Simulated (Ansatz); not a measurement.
Crystal: Be.

```
CELL_PARAMETERS angstrom
0.00000 1.57905 1.57905
1.57905 0.00000 1.57905
1.57905 1.57905 0.00000
ATOMIC_POSITIONS crystal
Be 0.00000 0.00000 0.00000
```

The cell was built by a generator and needn't be a form met in nature.

Base run:

* Program: Ansatz 0.2.0
* Functional: PBEsol
* Potentials or basis: Ansatz PAW
* Cutoff: 420 eV (not typed: the program's choice for these potentials)
* k mesh: 14 × 14 × 14
* Occupations: fermi-dirac, width 0.05 eV
* Spin: no spin polarisation

Its results: band gap on the k mesh none (metal or under the smearing width); pressure -1.3 GPa.

**Question.** After a change of settings the same cell gave: band gap on the k mesh none (metal or under the smearing width); pressure 2.6 GPa. Which change was it?
A. functional from PBEsol to LDA
B. functional from PBEsol to revPBE
C. functional from PBEsol to r2SCAN; cutoff from 420 eV (not typed: the program's choice for these potentials) to 500 eV (not typed: the program's choice for these potentials)
D. functional from PBEsol to BLYP

**Answer.** B.

revPBE binds less tightly than PBEsol, so the same cell stands under more pressure.

Caveats: the PAW data sets come from PBE, with cores solved anew for the run's functional, which leaves a small shift of forces and pressure.

Runs at the PBE level aren't shown here.
